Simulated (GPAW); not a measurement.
The system is Ag.

```
CELL_PARAMETERS angstrom
2.93000 0.00000 0.00000
-1.46500 2.53745 0.00000
0.00000 0.00000 4.79000
ATOMIC_POSITIONS crystal
Ag 0.66667 0.33333 0.75000
Ag 0.33333 0.66667 0.25000
```

This isn't the form of Ag at room conditions, which is fcc.

| Item | Value |
| --- | --- |
| Program | GPAW 26.7.0 |
| Task | relaxation of cell and atoms |
| Functional | PBEsol |
| Dispersion | D3(BJ)+ATM |
| Potentials or basis | PAW data sets generated in the run's folder for this functional |
| Cutoff | 600 eV |
| Basis | pw |
| k mesh | 8 × 8 × 4 |
| Occupations | fermi-dirac, width 0.05 eV |
| Spin | no spin polarisation |

At the start: pressure -9.7 GPa; volume 17.81 Å³/atom.

Question: Where does the relaxation end?

Answer: Over 9 steps the energy falls by 54.6 meV/atom and the volume is 16.19 Å³/atom (-9.1 %); space group P6_3/mmc (No. 194, to 0.05 Å).

The path:
```tsv
step	energy change (eV)	largest force (eV/Å)	pressure (GPa)	volume (Å³)
1	0.0000	0.0000	-9.72	35.61
2	-0.0449	0.0000	-7.83	34.80
3	-0.1055	0.0000	2.02	31.92
4	-0.1084	0.0000	-0.21	32.44
5	-0.1085	0.0000	0.00	32.39
6	-0.1086	0.0000	0.21	32.34
7	-0.1088	0.0000	0.30	32.32
8	-0.1091	0.0000	0.20	32.35
9	-0.1093	0.0000	0.05	32.38
```

Final structure:
```
Ag
1.0
     2.85702    0.00000    0.00000
    -1.42851    2.47425    0.00000
     0.00000    0.00000    4.58085
Ag
2
Cartesian
  1.4285 0.8248 3.4356
  0.0000 1.6495 1.1452
```

Caveat: later steps reuse the first step's grids; pairwise dispersion overbinds metals, which lowers pressure and volume.
